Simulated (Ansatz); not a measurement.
Write the native input for Ansatz 0.2.0 that does the following.

```
Task                : relaxation of cell and atoms
Functional          : PBEsol
Potentials or basis : all-electron LAPW, scalar-relativistic
Basis error allowed : 0.002 eV/atom
k mesh              : 8 × 8 × 8
Occupations         : fermi-dirac, width 0.05 eV
Spin                : collinear spin, ferromagnetic start
Starting moments    : [4.0, 4.0, 4.0, 0.0] μB
Target pressure     : 20 GPa
```

The system is Mn3Si.

```
Mn Si
1.0
     0.00000    2.86100    2.86100
     2.86100    0.00000    2.86100
     2.86100    2.86100    0.00000
Mn Si
3 1
Direct
  0.75000 0.75000 0.75000
  0.25000 0.25000 0.25000
  0.50000 0.50000 0.50000
  0.00000 0.00000 0.00000
```

These files were run (other wordings do the same):

input.yaml

```yaml
crystal:
  lattice:
    - [0.0, 2.861, 2.861]
    - [2.861, 0.0, 2.861]
    - [2.861, 2.861, 0.0]
  atoms:
    - { symbol: Mn, position: [0.75, 0.75, 0.75], spin: 4.0 }
    - { symbol: Mn, position: [0.25, 0.25, 0.25], spin: 4.0 }
    - { symbol: Mn, position: [0.5, 0.5, 0.5], spin: 4.0 }
    - { symbol: Si, position: [0.0, 0.0, 0.0] }
kpoints:
  mp_grid: { grid: [8, 8, 8] }
scf:
  occupations: { method: fermi_dirac, width: 0.05 }
hamiltonian:
  xc: pbesol
  pseudopotentials: { kind: all_electron, lapw: { basis_error: 0.002 } }
magnetization:
  spin_polarized: true
output:
  forces: true
  stress: true
relax:
  f_tol: 0.02
  max_steps: 60
  cell: { p_target: 20 }
```

Potentials or basis: all-electron LAPW, scalar-relativistic.

Run with:

```bash
$ ansatz run input.yaml --threads 4 --pin off --max-ram 12288MiB --backend cpu --events-out ev --progress --plain --runs-dir out
```

It gave:

```yaml
Relaxed_volume: 10.00 Å³/atom
Relaxed_cell: a = 3.838 Å, b = 3.838 Å, c = 3.838 Å, α = 60.00°, β = 60.00°, γ = 60.00°
Space_group_after_relaxing_to_0.05_Å: Fm-3m (No. 225)
Energy_change_on_relaxing_the_enthalpy_is_what_falls: -5.6 meV/atom
Ionic_steps: 6
Pressure_after_relaxing: 20.0 GPa
Net_moment: 1.44 μB per cell
Absolute_moment: 2.17 μB per cell
Site_moments: Mn -0.17, +1.72; Si +0.02 μB
```

Caveat: the starting moments weren't kept.

Run time: 76 s on 4 threads of Arm Neoverse V1 (shared host), peak memory 0.69 GiB.
